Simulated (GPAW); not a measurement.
Write an ASE script for GPAW 26.7.0 that does the following.

* Task: relaxation of cell and atoms
* Functional: PBEsol
* Potentials or basis: PAW data sets generated in the run's folder for this functional
* Cutoff: 800 eV
* Basis: pw
* k mesh: 11 × 11 × 11
* Occupations: fermi-dirac, width 0.05 eV
* Spin: no spin polarisation
* Target pressure: 10 GPa
* Maxiter: 150
* Optimizer: BFGS
* Fmax: 0.02 eV/Å
* Max steps: 60
* Target pressure: 10 GPa
* Convergence: density=1e-05 forces=0.0001

Crystal: MgO.

```
Mg O
1.0
     0.00000    2.09700    2.09700
     2.09700    0.00000    2.09700
     2.09700    2.09700    0.00000
Mg O
1 1
Direct
  0.00000 0.00000 0.00000
  0.50000 0.50000 0.50000
```

The cell is a database's computed one.

These files were run (other wordings do the same):

run.py

```python
from ase import Atoms
from ase.filters import FrechetCellFilter
from ase.io import write
from ase.optimize import BFGS
from ase.units import GPa
from gpaw import GPAW, PW, setup_paths

setup_paths.insert(0, '.')

atoms = Atoms(['Mg', 'O'],
              cell=[[0.0, 2.0970013927, 2.0970013927],
                    [2.0970013927, 0.0, 2.0970013927],
                    [2.0970013927, 2.0970013927, 0.0]],
              scaled_positions=[[0.0, 0.0, 0.0],
                                [0.5, 0.5, 0.5]],
              pbc=True)

calc = GPAW(mode=PW(800),
            xc='PBEsol',
            kpts={'size': (11, 11, 11), 'gamma': True},
            occupations={'name': 'fermi-dirac', 'width': 0.05},
            nbands=16,
            convergence={'density': 1e-05, 'forces': 0.0001},
            maxiter=150,
            txt='gpaw.txt')
atoms.calc = calc
opt = BFGS(FrechetCellFilter(atoms, scalar_pressure=10 * GPa), trajectory='relax.traj', logfile='-')
done = opt.run(fmax=0.02, steps=60)
calc.write('gs.gpw')
write('result.traj', atoms)
print('Converged:', done)
print('Cell:', atoms.cell.cellpar().round(4))
print('Volume:', round(atoms.get_volume(), 4))
print(atoms.get_scaled_positions().round(5))
```

Potentials or basis: PAW data sets generated in the run's folder for this functional, pw.

Launch:

```sh
$ gpaw-setup -f PBEsol Mg O
$ OMP_NUM_THREADS=1 python run.py
```

It gave:

```json
{
  "Relaxed volume": "8.88 Å³/atom",
  "Relaxed cell": "a = 2.928 Å, b = 2.928 Å, c = 2.928 Å, α = 60.00°, β = 60.00°, γ = 60.00°",
  "Space group after relaxing (to 0.05 Å)": "Fm-3m (No. 225)",
  "Energy change on relaxing (the enthalpy is what falls)": "+14.5 meV/atom",
  "Ionic steps": "3",
  "Pressure after relaxing": "10.2 GPa",
  "Band gap on the k mesh": "5.16 eV, direct"
}
```

Caveat: later steps reuse the first step's grids.

Run time: 41 s on 1 thread of Arm Neoverse V1 (shared host), peak memory 0.19 GiB.
